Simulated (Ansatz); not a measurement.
A run of Ansatz 0.2.0 is set up as follows.

input.yaml

```yaml
crystal:
  lattice:
    - [-1.735385, 1.788095, 1.840338]
    - [1.768404, -1.761063, 1.846325]
    - [1.781798, 1.807476, -1.813306]
  atoms:
    - { symbol: Hf, position: [-0.016525, -0.006803, -0.010409] }
kpoints:
  mp_grid: { grid: [10, 10, 10] }
scf:
  occupations: { method: fermi_dirac, width: 0.05 }
hamiltonian:
  xc: pbesol
  pseudopotentials: { kind: all_electron, lapw: { basis_error: 0.001 } }
output:
  forces: true
  stress: true
  eigenvalues: true
  populations: true
```

Potentials or basis: all-electron LAPW, scalar-relativistic.

The run is started by

```bash
$ ansatz run input.yaml --threads 1 --pin off --max-ram 3072MiB --backend cpu --events-out ev --progress --plain --runs-dir out
```

Q: Predict the band gap on the k mesh.

A: None (metal or under the smearing width).

Q: What does it give for the pressure?

A: -8.9 GPa.

Stress tensor (GPa, compression positive):
```
-9.71 -1.11 -0.89
-1.11 -9.04 -0.73
-0.89 -0.73 -8.01
```

The run has no spin-orbit coupling, so splittings on Hf are missing.
